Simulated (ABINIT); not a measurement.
Runs of ABINIT 10.8.3 (patched build) on Os. It takes space group P6_3/mmc (No. 194, hexagonal). The conventional cell has a = 2.734 Å, b = 2.734 Å, c = 4.320 Å, α = 90.00°, β = 90.00°, γ = 120.00°. Os (site symmetry -6m2) has 12 Os at 2.68 to 2.73 Å as nearest neighbours. 

```csv
level,dispersion computed by,gap on the mesh (eV),pressure (GPa),relaxed volume (Å³/atom)
PBE+D3(BJ),simple-dftd3 1.7.0,none,0.0,14.03
PBE+D3,simple-dftd3 1.7.0,none,-0.1,14.00
PBE+D4,dftd4 4.3.1,none,0.0,(a)
PBE,-,none,0.0,14.28
```

Alike in all rows: task relaxation of cell and atoms; potentials or basis JTH PAW PBE v2.0; no spin polarisation; cell relaxed; k mesh 11 × 11 × 6; cutoff (eV) 408; smearing fermi-dirac 0.05 eV.

Task: Fill in the values left out.

Result: (a) 14.04.

Caveats: pairwise dispersion overbinds metals, which lowers pressure and volume (some runs).

A k mesh can miss the band edges, and the runs leave out spin-orbit coupling on Os.

A gap of «none» marks a metal or a gap under the smearing width.
